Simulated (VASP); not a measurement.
The system is GaP.

```
CELL_PARAMETERS angstrom
1.94302 1.12180 6.43081
-1.94302 1.12180 6.43081
0.00000 -2.24360 6.43081
ATOMIC_POSITIONS crystal
Ga 0.43537 0.43537 0.43537
Ga 0.56463 0.56463 0.56463
P 0.05739 0.05739 0.05739
P 0.94261 0.94261 0.94261
```

Measurements of this composition are mostly on another form, of space group No. 216.

```yaml
Program: VASP 6.6.1
Task: relaxation of cell and atoms
Functional: PBE
Dispersion: D3(BJ)
Potentials_or_basis: VASP PAW PBE potentials, release 64 (Ga_d, P)
Cutoff: 600 eV
k_mesh: 9 × 9 × 9
Occupations: gaussian, width 0.02 eV
Spin: no spin polarisation
```

At the start: pressure -2.5 GPa; volume 21.03 Å³/atom.

**Question.** How do energy, volume and symmetry change on relaxing?

**Answer.** Over 9 steps the energy falls by 6.2 meV/atom and the volume is 20.28 Å³/atom (-3.5 %); space group R-3m (No. 166, to 0.05 Å).

The path:
| step | energy change (eV) | largest force (eV/Å) | pressure (GPa) | volume (Å³) |
| --- | --- | --- | --- | --- |
| 1 | 0.0000 | 0.0541 | -2.48 | 84.10 |
| 2 | -0.0207 | 0.1170 | 1.00 | 80.20 |
| 3 | -0.0237 | 0.0875 | 0.02 | 81.17 |
| 4 | -0.0244 | 0.0473 | 0.02 | 81.10 |
| 5 | -0.0245 | 0.0507 | 0.02 | 81.11 |
| 6 | -0.0246 | 0.0071 | 0.00 | 81.13 |
| 7 | -0.0246 | 0.0089 | 0.01 | 81.13 |
| 8 | -0.0246 | 0.0086 | 0.00 | 81.13 |
| 9 | -0.0246 | 0.0006 | 0.00 | 81.13 |

Final structure:
```
Ga P
1.0
     1.91766    1.10716    6.36865
    -1.91766    1.10716    6.36865
     0.00000   -2.21432    6.36865
Ga P
2 2
Direct
  0.43575 0.43575 0.43575
  0.56425 0.56425 0.56425
  0.05755 0.05755 0.05755
  0.94245 0.94245 0.94245
```

Caveat: an odd mesh through Γ misses points on the zone boundary, where band edges often lie.
